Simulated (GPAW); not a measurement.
Runs of GPAW 26.7.0 on TiB2. The structure is hexagonal, space group P6/mmm (No. 191). The conventional cell has a = 3.029 Å, b = 3.029 Å, c = 3.228 Å, α = 90.00°, β = 90.00°, γ = 120.00°. Ti (site symmetry 6/mmm) has 12 B at 2.38 Å as nearest neighbours. Around B (site symmetry -6m2) lie 3 B at 1.75 Å. 

```csv
level,potentials or basis,pressure (GPa)
revPBE,"the program's PAW data sets (release 1.2.1) made for this functional, pw",4.2
PBE,"GPAW PAW data sets (gpaw-data 1.2.1), pw",0.6
RPBE,"the program's PAW data sets (release 1.2.1) made for this functional, pw",(b)
LDA,"the program's PAW data sets (release 1.2.1) made for this functional, pw",-10.9
PW91,"PAW data sets generated in the run's folder for this functional, pw",(a)
```

Alike in all rows: task band structure; no spin polarisation; cell as given; k mesh 9 × 9 × 7; cutoff (eV) 800; smearing fermi-dirac 0.05 eV.

Q: Fill in the values left out.

A: (a) 0.5; (b) 5.3.
